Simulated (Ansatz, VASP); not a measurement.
Two plane-wave programs on Pd

```
Pd
1.0
     0.00000    2.77117    2.77117
     2.77117    0.00000    2.77117
     2.77117    2.77117    0.00000
Pd
2
Cartesian
  0.6928 0.6928 0.6928
  4.8495 4.8495 4.8495
```

Alike in both runs: task single point; functional LDA; k mesh 11 × 11 × 11; occupations fermi-dirac, width 0.1 eV; no spin polarisation.

|  | VASP | Ansatz |
| --- | --- | --- |
| version | VASP 6.6.1 | Ansatz 0.2.0 |
| potentials or method | VASP PAW LDA potentials, release 64 (Pd) | plane waves (420 eV) with PAW, scalar-relativistic |
| plane-wave cutoff (eV) | 520 | 420 |
| valence electrons in the cell | 20 | 36 |

|  | VASP | Ansatz | Ansatz less VASP |
| --- | --- | --- | --- |
| pressure (GPa) | 3.9 | 4.3 | +0.37 |

The two sets of potentials don't hold the same shells in valence. Ansatz warned: «pseudo_functional_mismatch».
